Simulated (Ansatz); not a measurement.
Rock-salt LiI was calculated with LDA+SOC (plane waves, PAW; Ansatz, a quantum-chemistry and plane-wave program).

Numerical settings: plane-wave cutoff 520 eV, 10×10×10 k mesh, Fermi–Dirac smearing 0.01 eV, PAW data made under PBE.

The cell has the measured lattice: a = 6.0120 Å, b = 6.0120 Å, c = 6.0120 Å, α = 90.00°, β = 90.00°, γ = 90.00°.

Question: Predict the band gap.

Answer: 
- band gap = 3.68 eV (direct)

Measured, for comparison: band gap 6.4 eV (temperature not stated, not corrected to a static lattice, our sources range from 6.10 to 6.40; as tabulated in Aguado et al. (1998), arXiv:cond-mat/9809176). Computed (rounded) less measured: band gap -2.72 eV (-2.42 eV to -2.72 eV over the range).

Note: cell and atoms aren't relaxed at this level (pressure -2.1 GPa).

The result took very roughly 28 core-seconds.
